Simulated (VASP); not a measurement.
# Nd (Im-3m) in VASP: a series of runs

One crystal, Nd, is run at these levels: PBE; tasks: single point.

All numbers are computed with VASP 6.6.1; they aren't measurements. Logs are shortened: lines on timing, memory, paths and dates and some standing lists are left out, and cuts for length are marked.

## (1) The structure

The structure is cubic, space group Im-3m (No. 229). The conventional cell has a = 4.151 Å, b = 4.151 Å, c = 4.151 Å, α = 90.00°, β = 90.00°, γ = 90.00°. Around Nd (site symmetry m-3m) lie 8 Nd at 3.59 Å.

This isn't the form of Nd at room conditions, which is double hcp.

## (2) Single point, PBE, collinear spin, ferromagnetic start

INCAR

```
SYSTEM = Nd
  ADDGRID = .False.
  ALGO = Normal
  EDIFF = 1E-6
  ENCUT = 460
  GGA = PE
  ISIF = 2
  ISMEAR = -1
  ISPIN = 2
  LASPH = .True.
  LCHARG = .False.
  LMAXMIX = 6
  LORBIT = 11
  LREAL = .False.
  LWAVE = .False.
  MAGMOM = 3
  NBANDS = 16
  NELM = 100
  PREC = Accurate
  SIGMA = 0.02
```

KPOINTS

```
k-points
0
Gamma
  5 5 5
  0 0 0
```

POSCAR

```
Nd
1.0
   -2.0754700287      2.0754700287      2.0754700287
    2.0754700287     -2.0754700287      2.0754700287
    2.0754700287      2.0754700287     -2.0754700287
Nd
1
Direct
    0.0000000000      0.0000000000      0.0000000000
```

Potentials or basis: VASP PAW PBE potentials, release 64 (Nd_3), 4f in core.

Launch:

```bash
> cat potpaw_PBE.64/Nd_3/POTCAR > POTCAR
> mpirun -np 1 vasp_std > vasp.out
```

OUTCAR:

```text
SYSTEM = Nd
   EDIFF = 1E-6
   ENCUT = 460
   GGA = PE
   ISIF = 2
   ISMEAR = -1
   ISPIN = 2
   LASPH = .True.
   LORBIT = 11
   LREAL = .False.
   NELM = 100
   PREC = Accurate

 Found     10 irreducible k-points:

 Following reciprocal coordinates:
            Coordinates               Weight
  0.000000  0.000000  0.000000      1.000000
  0.200000  0.000000  0.000000     12.000000
  0.400000  0.000000  0.000000     12.000000
  0.200000  0.200000  0.000000     24.000000
  0.400000  0.200000  0.000000     24.000000
  0.200000  0.200000  0.200000      8.000000
   k-points           NKPTS =     10   k-points in BZ     NKDIM =     10   number of bands    NBANDS=     16
   number of dos      NEDOS =    301   number of ions     NIONS =      1
   total plane-waves  NPLWV =  21952
   dimension x,y,z NGX =    28 NGY =   28 NGZ =   28
   dimension x,y,z NGXF=    56 NGYF=   56 NGZF=   56
   ions per type =               1
   NGX,Y,Z   is equivalent  to a cutoff of  12.95, 12.95, 12.95 a.u.
   NGXF,Y,Z  is equivalent  to a cutoff of  25.90, 25.90, 25.90 a.u.
 SYSTEM =  Nd
   PREC   = accura    normal or accurate (medium, high low for compatibility)
   ISTART =      0    job   : 0-new  1-cont  2-samecut
   ICHARG =      2    charge: 1-file 2-atom 10-const
   ISPIN  =      2    spin polarized calculation?
   LNONCOLLINEAR =      F non collinear calculations
   LSORBIT =      F    spin-orbit coupling
   LASPH  =      T    aspherical Exc in radial PAW
   ENCUT  =  460.0 eV  33.81 Ry    5.81 a.u.   6.29  6.29  6.29*2*pi/ulx,y,z
   NELM   =    100;   NELMIN=  2; NELMDL= -5     # of ELM steps
   EDIFF  = 0.1E-05   stopping-criterion for ELM
   LREAL  =      F    real-space projection
   EDIFFG = 0.1E-04   stopping-criterion for IOM
   NSW    =      0    number of steps for IOM
   IBRION =     -1    ionic relax: 0-MD 1-quasi-New 2-CG
   NFREE  =      0    steps in history (QN), initial steepest desc. (CG)
   ISIF   =      2    stress and relaxation
   ISYM   =      2    0-nonsym 1-usesym 2-fastsym
   POTIM  = 0.5000    time-step for ionic-motion
   TEBEG  =    0.0;   TEEND  =   0.0 temperature during run
   PSTRESS=    0.0 pullay stress
   NELECT =      11.0000    total number of electrons
   NUPDOWN=      -1.0000    fix difference up-down
   EMIN   =  10.00;   EMAX   =-10.00  energy-range for DOS
   EFERMI =   0.00;   METHOD = LEGACY
   ISMEAR =    -1;   SIGMA  =   0.02  broadening in eV -4-tet -1-fermi 0-gaus
   EFERMI_NEDOS =   21; number of points for ismear=-14 and -15
   IALGO  =     38    algorithm
   IMIX   =      4    mixing-type and parameters
     AMIX     =   0.40;   BMIX     =  1.00
     AMIX_MAG =   1.60;   BMIX_MAG =  1.00
  volume/ion in A,a.u.               =      35.76       241.33
  Fermi-wavevector in a.u.,A,eV,Ry     =   1.105103  2.088341 16.616139  1.221252
  Thomas-Fermi vector in A             =   2.241585
   LORBIT       =     11    0 simple, 1 ext, 2 COOP (PROOUT), +10 PAW based schemes
   GGA     = PE    functional components
   LHFCALC =     F    Hartree Fock is set to
   AEXX    =    0.0000 exact exchange contribution
   IVDW    =     0    specifies the selected vdW correction
   LEPSILON=     F    determine dielectric tensor
   LRPA    =     F    only Hartree local field effects (RPA)
 spin polarized calculation
  energy-cutoff  :      460.00
  volume of cell :       35.76
 maximum number of plane-waves:       811
 NGX is ok and might be reduce to    28
   NGX = 13   NGY = 13   NGZ = 13

 number of electron      11.0000000 magnetization       0.8560242

 Free energy of the ion-electron system (eV)
  ---------------------------------------------------
  ext. energy  EPLUGINS =         0.00000000
  ---------------------------------------------------
  free energy    TOTEN  =        -4.56900480 eV

  energy without entropy =       -4.56612362  energy(sigma->0) =       -4.56756421

 E-fermi :   3.4853     XC(G=0):  -9.5788

 val. band max:        3.1627699840   @ k =   0.2000   0.2000   0.0000
 cond. band min:       3.5321594041   @ k =  -0.4000   0.4000   0.2000
 fundamental gap:      0.3693894202
 Fermi energy:         3.4852574019

 spin component 1

 k-point     1 :       0.0000    0.0000    0.0000
  band No.  band energies     occupation
      1     -34.7680      1.00000
      2     -15.4227      1.00000
      3     -15.4227      1.00000
      4     -15.4227      1.00000
      5      -0.9209      1.00000
      6       4.5070      0.00000
      7       4.5070      0.00000
      8       4.5070      0.00000
      9       6.7792      0.00000
     10       6.7792      0.00000
     11      12.4348      0.00000
     12      12.4348      0.00000
     13      12.4348      0.00000
     14      20.3801      0.00000
     15      20.3801      0.00000
     16      22.0661      0.00000

 k-point     2 :       0.2000    0.0000    0.0000
  band No.  band energies     occupation
      1     -34.7262      1.00000
      2     -15.7891      1.00000
      3     -15.5347      1.00000
      4     -15.4258      1.00000
      5       0.1218      1.00000
      6       3.8242      0.00000
      7       4.0544      0.00000
      8       5.6783      0.00000
      9       6.2600      0.00000
     10       6.7991      0.00000
     11      13.1748      0.00000
     12      14.4029      0.00000
     13      14.8024      0.00000
     14      16.8616      0.00000
     15      17.8532      0.00000
     16      20.7406      0.00000

 k-point     3 :       0.4000    0.0000    0.0000
  band No.  band energies     occupation
      1     -34.6576      1.00000
      2     -16.3280      1.00000
      3     -15.7086      1.00000
      4     -15.4311      1.00000
      5       1.0963      1.00000
      6       3.0061      1.00000
      7       4.5106      0.00000
      8       6.7960      0.00000
      9       7.3088      0.00000
     10       8.6299      0.00000
     11      11.3358      0.00000
     12      12.8087      0.00000
     13      15.7808      0.00000
     14      18.0181      0.00000
     15      18.8591      0.00000
     16      19.5008      0.00000

 k-point     4 :       0.2000    0.2000    0.0000
  band No.  band energies     occupation
      1     -34.6708      1.00000
      2     -16.1484      1.00000
      3     -15.6968      1.00000
      4     -15.5035      1.00000
      5       1.4916      1.00000
      6       3.1628      1.00000
      7       3.5333      0.08304
      8       6.1496      0.00000
      9       7.4417      0.00000
     10       8.0548      0.00000
     11      12.5958      0.00000
     12      14.2482      0.00000
     13      15.2652      0.00000
     14      15.8498      0.00000
     15      18.8479      0.00000
     16      21.3225      0.00000

 k-point     5 :       0.4000    0.2000    0.0000
  band No.  band energies     occupation
      1     -34.6362      1.00000
      2     -16.2970      1.00000
      3     -15.8854      1.00000
      4     -15.5260      1.00000
      5       1.8389      1.00000
      6       3.0105      1.00000
      7       4.0576      0.00000
      8       6.5961      0.00000
      9       7.6402      0.00000
     10      10.6134      0.00000
     11      10.8210      0.00000
     12      12.5045      0.00000
     13      14.3930      0.00000
     14      17.2280      0.00000
     15      18.3687      0.00000
     16      21.0987      0.00000

 k-point     6 :       0.2000    0.2000    0.2000
  band No.  band energies     occupation
      1     -34.6425      1.00000
      2     -16.1746      1.00000
      3     -15.7660      1.00000
      4     -15.7660      1.00000
      5       2.9526      1.00000
      6       2.9526      1.00000
      7       3.0796      1.00000
      8       7.4950      0.00000
      9       7.4950      0.00000
     10      10.0655      0.00000
     11      11.2128      0.00000
     12      12.8915      0.00000
     13      12.8915      0.00000
     14      16.5647      0.00000
     15      19.4634      0.00000
     16      20.6213      0.00000

 [... further k-points ...]

 spin component 2

 k-point     1 :       0.0000    0.0000    0.0000
  band No.  band energies     occupation
      1     -34.5834      1.00000
      2     -15.1896      1.00000
      3     -15.1896      1.00000
      4     -15.1896      1.00000
      5      -0.2551      1.00000
      6       5.0582      0.00000
      7       5.0582      0.00000
      8       5.0582      0.00000
      9       7.0921      0.00000
     10       7.0921      0.00000
     11      13.1731      0.00000
     12      13.1731      0.00000
     13      13.1731      0.00000
     14      20.9410      0.00000
     15      20.9410      0.00000
     16      22.5826      0.00000

 k-point     2 :       0.2000    0.0000    0.0000
  band No.  band energies     occupation
      1     -34.5434      1.00000
      2     -15.5381      1.00000
      3     -15.2963      1.00000
      4     -15.1928      1.00000
      5       0.7758      1.00000
      6       4.3972      0.00000
      7       4.6077      0.00000
      8       6.2063      0.00000
      9       6.6463      0.00000
     10       7.1414      0.00000
     11      13.8391      0.00000
     12      15.1129      0.00000
     13      15.3794      0.00000
     14      17.4544      0.00000
     15      18.4504      0.00000
     16      21.2990      0.00000

 k-point     3 :       0.4000    0.0000    0.0000
  band No.  band energies     occupation
      1     -34.4776      1.00000
      2     -16.0536      1.00000
      3     -15.4623      1.00000
      4     -15.1985      1.00000
      5       1.7075      1.00000
      6       3.5972      0.00369
      7       5.1157      0.00000
      8       7.1992      0.00000
      9       7.6468      0.00000
     10       9.0630      0.00000
     11      11.9569      0.00000
     12      13.2500      0.00000
     13      16.4675      0.00000
     14      18.6783      0.00000
     15      19.5224      0.00000
     16      20.1307      0.00000

 k-point     4 :       0.2000    0.2000    0.0000
  band No.  band energies     occupation
      1     -34.4903      1.00000
      2     -15.8815      1.00000
      3     -15.4509      1.00000
      4     -15.2671      1.00000
      5       2.1251      1.00000
      6       3.7157      0.00001
      7       4.1247      0.00000
      8       6.5781      0.00000
      9       7.7764      0.00000
     10       8.5384      0.00000
     11      13.1363      0.00000
     12      14.8166      0.00000
     13      15.8700      0.00000
     14      16.4656      0.00000
     15      19.4750      0.00000
     16      21.9485      0.00000

 k-point     5 :       0.4000    0.2000    0.0000
  band No.  band energies     occupation
      1     -34.4572      1.00000
      2     -16.0241      1.00000
      3     -15.6308      1.00000
      4     -15.2888      1.00000
      5       2.4375      1.00000
      6       3.5941      0.00431
      7       4.6317      0.00000
      8       7.0189      0.00000
      9       8.0219      0.00000
     10      11.0159      0.00000
     11      11.3636      0.00000
     12      13.0419      0.00000
     13      14.9592      0.00000
     14      17.8868      0.00000
     15      18.9685      0.00000
     16      21.7281      0.00000

 k-point     6 :       0.2000    0.2000    0.2000
  band No.  band energies     occupation
      1     -34.4632      1.00000
      2     -15.9071      1.00000
      3     -15.5172      1.00000
      4     -15.5172      1.00000
      5       3.5452      0.04749
      6       3.5452      0.04749
      7       3.6994      0.00002
      8       7.8189      0.00000
      9       7.8189      0.00000
     10      10.7089      0.00000
     11      11.6179      0.00000
     12      13.3782      0.00000
     13      13.3782      0.00000
     14      17.2998      0.00000
     15      20.1325      0.00000
     16      21.3015      0.00000

 [... further k-points ...]
[... 5 lines left out ...]
  --------------------------------------------------------------------------------------
  -------------------------------------------------------------------------------------
  Total        0.1101609      0.1101609      0.1101609      0.0000000     -0.0000000      0.0000000
  in kB        4.9354708      4.9354708      4.9354708      0.0000000     -0.0000000      0.0000000
  external PRESSURE =       4.9354708 kB  Pullay stress =       0.0000000 kB

 VOLUME and BASIS-vectors are now :
 -----------------------------------------------------------------------------
  energy-cutoff  :      460.00
  volume of cell :       35.76
      direct lattice vectors                 reciprocal lattice vectors
    -2.075470029  2.075470029  2.075470029     0.000000000  0.240909285  0.240909285
     2.075470029 -2.075470029  2.075470029     0.240909285  0.000000000  0.240909285
     2.075470029  2.075470029 -2.075470029     0.240909285  0.240909285  0.000000000

 POSITION                                       TOTAL-FORCE (eV/Angst)
 -----------------------------------------------------------------------------------
      0.00000      0.00000      0.00000         0.000000     -0.000000      0.000000
 -----------------------------------------------------------------------------------
    total drift:                               -0.000000     -0.000000     -0.000000

  FREE ENERGIE OF THE ION-ELECTRON SYSTEM (eV)
  ---------------------------------------------------
  free  energy   TOTEN  =        -4.5690047992 eV

  energy  without entropy=       -4.5661236229  energy(sigma->0) =       -4.56756421

 total charge

# of ion       s       p       d       tot
------------------------------------------
    1        2.152   5.779   0.944   8.875

 magnetization (x)

# of ion       s       p       d       tot
------------------------------------------
    1        0.006   0.029   0.360   0.394
```

It took 16 s on 1 thread of Intel Xeon Platinum 8488C (Sapphire Rapids), shared host; peak memory 0.17 GiB.

These settings aren't checked as converged: the numbers below hold their error.

What came out:

```
Free energy                                           : -4.5690 eV
Pressure                                              : 0.5 GPa
Band gap on the k mesh                                : none (metal or under the smearing width)
Net moment                                            : 0.86 μB per cell
Site moments                                          : Nd +0.39 μB
Valence electrons inside the program's atomic spheres : Nd 8.88
```

Caveat: the k mesh is coarse (spacing up to 0.43 Å⁻¹), so the values aren't converged; the magnetic or orbital state may not be the lowest; spin-orbit coupling is left out, which moves the levels of the heavy elements; the 4f electrons are frozen in the core as for a trivalent ion, so they carry no moment and show no levels.

## (3) Single point, PBE, collinear spin, ferromagnetic start

INCAR, as its differences from that of step 2:

```diff
@@ -18,3 +18,3 @@
   NELM = 100
-  PREC = Accurate
-  SIGMA = 0.02
+  PREC = Low
+  SIGMA = 0.1
```

KPOINTS is that of step 2.

POSCAR is that of step 2.

Potentials or basis: VASP PAW PBE potentials, release 64 (Nd_3), 4f in core.

Launch:

```bash
> cat potpaw_PBE.64/Nd_3/POTCAR > POTCAR
> mpirun -np 1 vasp_std > vasp.out
```

Wall time 7.9 s (1 thread of Intel Xeon Platinum 8488C (Sapphire Rapids), shared host); peak memory 0.11 GiB.

These settings aren't checked as converged: the numbers below hold their error.

What came out:

* Free energy: -4.5915 eV
* Pressure: 0.5 GPa
* Band gap on the k mesh: none (metal or under the smearing width)
* Net moment: 0.69 μB per cell
* Site moments: Nd +0.32 μB
* Valence electrons inside the program's atomic spheres: Nd 8.88

Caveat: the k mesh is coarse (spacing up to 0.43 Å⁻¹), so the values aren't converged; the magnetic or orbital state may not be the lowest; spin-orbit coupling is left out, which moves the levels of the heavy elements; the 4f electrons are frozen in the core as for a trivalent ion, so they carry no moment and show no levels.

## (4) Single point, PBE, collinear spin, ferromagnetic start

INCAR, as its differences from that of step 3:

```diff
@@ -18,3 +18,3 @@
   NELM = 100
-  PREC = Low
+  PREC = Normal
   SIGMA = 0.1
```

KPOINTS is that of step 3.

POSCAR is that of step 3.

Launch:

```bash
> cat potpaw_PBE.64/Nd_3/POTCAR > POTCAR
> mpirun -np 1 vasp_std > vasp.out
```

Wall time 6.9 s (1 thread of Intel Xeon Platinum 8488C (Sapphire Rapids), shared host); peak memory 0.13 GiB.

These settings aren't checked as converged: the numbers below hold their error.

Results:

```
Free energy                                           : -4.5915 eV
Pressure                                              : 0.5 GPa
Band gap on the k mesh                                : none (metal or under the smearing width)
Net moment                                            : 0.69 μB per cell
Site moments                                          : Nd +0.32 μB
Valence electrons inside the program's atomic spheres : Nd 8.88
```

Caveat: the k mesh is coarse (spacing up to 0.43 Å⁻¹), so the values aren't converged; the magnetic or orbital state may not be the lowest; spin-orbit coupling is left out, which moves the levels of the heavy elements; the 4f electrons are frozen in the core as for a trivalent ion, so they carry no moment and show no levels.

## (5) For comparison

An earlier run on the cell as given: functional PBE; potentials or basis VASP PAW PBE potentials, release 64 (Nd); cutoff 520 eV; k mesh 9 × 9 × 9; occupations fermi-dirac, width 0.05 eV; collinear spin, ferromagnetic start; starting moments [3.0] μB.

- Pressure: -0.1 GPa
- Band gap on the k mesh: none (metal or under the smearing width)
- Net moment: 4.08 μB per cell
- Site moments: Nd +3.37 μB
- Valence electrons inside the program's atomic spheres: Nd 11.23
